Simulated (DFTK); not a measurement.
# MgO (Fm-3m) in DFTK: notebook

The runs below take MgO through single point, with PBE, PBEsol.

Program: DFTK 0.8.2. These are calculated values, not measurements. Logs are shortened: lines on timing, memory, paths and dates and some standing lists are left out, and cuts for length are marked.

**Measured values to compare with.**

From “Electronic structure of alkaline earth and post-transition metal oxides”, 2009, arxiv:0908.1581, for a bulk crystal of MgO: band gap 7.83 eV.

The results are compared with them further down.

**1. The structure**

It takes space group Fm-3m (No. 225, cubic). The conventional cell has a = 4.194 Å, b = 4.194 Å, c = 4.194 Å, α = 90.00°, β = 90.00°, γ = 90.00°. Mg (site symmetry m-3m) has 6 O at 2.10 Å as nearest neighbours. O (site symmetry m-3m) is surrounded by 6 Mg at 2.10 Å.

The cell is a database's computed one.

**2. Single point, PBE**

run.jl reads:

```julia
using DFTK
using PseudoPotentialData
using Unitful, UnitfulAtomic
using LinearAlgebra, Printf
include("save.jl")
disable_threading()

# lattice vectors are the columns
lattice = austrip(1u"Å") * [           0.0   2.0970013927   2.0970013927;
             2.0970013927            0.0   2.0970013927;
             2.0970013927   2.0970013927            0.0]
symbols   = [:Mg, :O]
positions = [[0.0, 0.0, 0.0],
             [0.5, 0.5, 0.5]]
pseudopotentials = PseudoFamily("dojo.nc.sr.pbe.v0_4_1.standard.upf")
elements = Dict(s => ElementPsp(s, pseudopotentials) for s in unique(symbols))
atoms    = [elements[s] for s in symbols]

build_model(lattice, positions; symmetries=true) =
    model_DFT(lattice, atoms, positions;
              functionals=PBE(),
              temperature=austrip(0.05u"eV"),
              smearing=Smearing.FermiDirac(),
              symmetries)
Ecut  = 42.0  # hartree
kgrid = [11, 11, 11]
tol   = 1e-6
to_GPa = ustrip(uconvert(u"GPa", 1u"hartree/bohr^3"))

model = build_model(lattice, positions)
basis = PlaneWaveBasis(model; Ecut, kgrid)
display(basis)
scfres = self_consistent_field(basis;
                               tol,
                               nbandsalg=AdaptiveBands(model; n_bands_converge=13))
display(scfres.energies)
@printf "Fermi level: %.6f eV\n" ustrip(auconvert(u"eV", something(scfres.εF, NaN)))
forces = compute_forces_cart(scfres)
println("Forces (eV/Å)")
for (s, f) in zip(symbols, forces)
    @printf "%-3s %12.6f %12.6f %12.6f\n" s ustrip.(auconvert.(u"eV/Å", f))...
end
stress = compute_stresses_cart(scfres)
println("Stress (GPa)")
display(round.(stress * to_GPa; digits=4))
println("Levels at the first k-point (eV): ", round.(ustrip.(auconvert.(u"eV", scfres.eigenvalues[1][1:scfres.n_bands_converge])); digits=4))
save_scf!(scfres; forces, stress)
```

Potentials or basis: dojo.nc.sr.pbe.v0_4_1.standard.upf (PBE).

The run is started by

```console
$ julia --threads=1 run.jl  # save.jl only writes the numbers to a file and isn't shown; printed stress counts tension as positive; times include loading and compiling
```

Standard output:

```text
PlaneWaveBasis discretization:

    Ecut                 : 42.0 Ha
    fft_size             : (36, 36, 36), 46656 total points
    kgrid                : MonkhorstPack([11, 11, 11])
    num.   red. kpoints  : 1331
    num. irred. kpoints  : 56

    Discretized Model(gga_x_pbe+gga_c_pbe, 3D):
        lattice (in Bohr)    : [0         , 3.96276   , 3.96276   ]
                               [3.96276   , 0         , 3.96276   ]
                               [3.96276   , 3.96276   , 0         ]
        unit cell volume     : 124.46 Bohr³

        atoms                : MgO
        pseudopot. family    : PseudoFamily("dojo.nc.sr.pbe.v0_4_1.standard.upf")

        num. electrons       : 16
        spin polarization    : none
        temperature          : 0.0018375 Ha
        smearing             : DFTK.Smearing.FermiDirac()

        terms                : Kinetic()
                               AtomicLocal()
                               AtomicNonlocal()
                               Ewald(nothing)
                               PspCorrection()
                               Hartree()
                               Xc(gga_x_pbe, gga_c_pbe)
                               Entropy()
n     Energy            log10(ΔE)   log10(Δρ)   Diag   Δtime
---   ---------------   ---------   ---------   ----   ------
  1   -75.96155800538                   -0.57    4.5    3.61s
  2   -76.00239337211       -1.39       -0.64    2.1    2.32s
  3   -76.04857215110       -1.34       -1.22    3.0    1.94s
  4   -76.05007161927       -2.82       -1.56    2.1    2.16s
  5   -76.05073041668       -3.18       -2.34    1.1    1.71s
  6   -76.05074846161       -4.74       -2.70    1.8    1.92s
  7   -76.05075052992       -5.68       -3.27    1.2    1.74s
  8   -76.05075066440       -6.87       -3.80    2.0    2.01s
  9   -76.05075067108       -8.18       -4.42    1.8    1.34s
 10   -76.05075067111      -10.48       -4.42    2.3    1.97s
 11   -76.05075067141       -9.53       -5.33    1.1    1.77s
 12   -76.05075067142      -11.10       -5.74    2.6    2.12s
 13   -76.05075067142      -12.94       -6.21    1.4    1.22s
Energy breakdown (in Ha):
    Kinetic             45.3497813
    AtomicLocal         -63.4798882
    AtomicNonlocal      -20.7168773
    Ewald               -47.5873828
    PspCorrection       1.9829203
    Hartree             20.6554876
    Xc                  -12.2547915
    Entropy             0.0000000

    total               -76.050750671418
Fermi level: 7.288405 eV
Forces (eV/Å)
Mg      0.000000     0.000000     0.000000
O       0.000000     0.000000     0.000000
Stress (GPa)
3×3 StaticArraysCore.SMatrix{3, 3, Float64, 9} with indices SOneTo(3)×SOneTo(3):
 -6.7402   0.0      0.0
  0.0     -6.7402   0.0
  0.0      0.0     -6.7402
Levels at the first k-point (eV): [-67.47, -34.2238, -34.2238, -34.2238, -12.4118, 4.8409, 4.8409, 4.8409, 9.7359, 20.8763, 20.8763, 20.8763, 24.6788]
```

It took 56 s on 1 thread of AMD EPYC 9R45 (Zen 5), shared host; peak memory 1.6 GiB.

Results:

| Item | Value |
| --- | --- |
| Free energy | -2069.4464 eV |
| Pressure | 6.7 GPa |
| Band gap on the k mesh | 4.89 eV, direct |

**3. Single point, PBEsol**

Changes to run.jl since step 2:

```diff
@@ -14,3 +14,3 @@
              [0.5, 0.5, 0.5]]
-pseudopotentials = PseudoFamily("dojo.nc.sr.pbe.v0_4_1.standard.upf")
+pseudopotentials = PseudoFamily("dojo.nc.sr.pbesol.v0_4_1.standard.upf")
 elements = Dict(s => ElementPsp(s, pseudopotentials) for s in unique(symbols))
@@ -20,3 +20,3 @@
     model_DFT(lattice, atoms, positions;
-              functionals=PBE(),
+              functionals=PBEsol(),
               temperature=austrip(0.05u"eV"),
```

Potentials or basis: dojo.nc.sr.pbesol.v0_4_1.standard.upf (PBEsol).

The run is started by

```console
$ julia --threads=1 run.jl  # save.jl only writes the numbers to a file and isn't shown; printed stress counts tension as positive; times include loading and compiling
```

It took 2.3 min on 1 thread of Intel Xeon Platinum 8375C at 2.90GHz (Ice Lake), shared host; peak memory 1.5 GiB.

The run converged. Its results:

```
Free energy            : -2065.6726 eV
Pressure               : 2.2 GPa
Band gap on the k mesh : 4.79 eV, direct
```

Levels at points of the mesh, in eV from the valence-band top:
```csv
k point,band 4,band 5,band 6,band 7,band 8,band 9,band 10,band 11,band 12,band 13
"(0.00, 0.00, 0.00)",-38.83,-17.20,0.00,0.00,0.00,4.79,15.86,15.86,15.86,19.60
```

**4. Comparison with measurements**

Step 2. Against the measured gap of MgO, 7.83 eV (quoted in “Electronic structure of alkaline earth and post-transition metal oxides”, 2009, arxiv:0908.1581), the calculated 4.89 eV is off by -2.94 eV. The value is that of PBE, without temperature or zero-point motion. Semilocal functionals fall short of measured gaps as a rule. The cell is a database's relaxed one, not the measured one, which moves gaps too.

Step 3. Measured gap of MgO: 7.83 eV (quoted in “Electronic structure of alkaline earth and post-transition metal oxides”, 2009, arxiv:0908.1581). This calculation gives 4.79 eV (-3.04 eV). The value is that of PBEsol, without temperature or zero-point motion. Semilocal functionals fall short of measured gaps as a rule. The cell is a database's relaxed one, not the measured one, which moves gaps too.
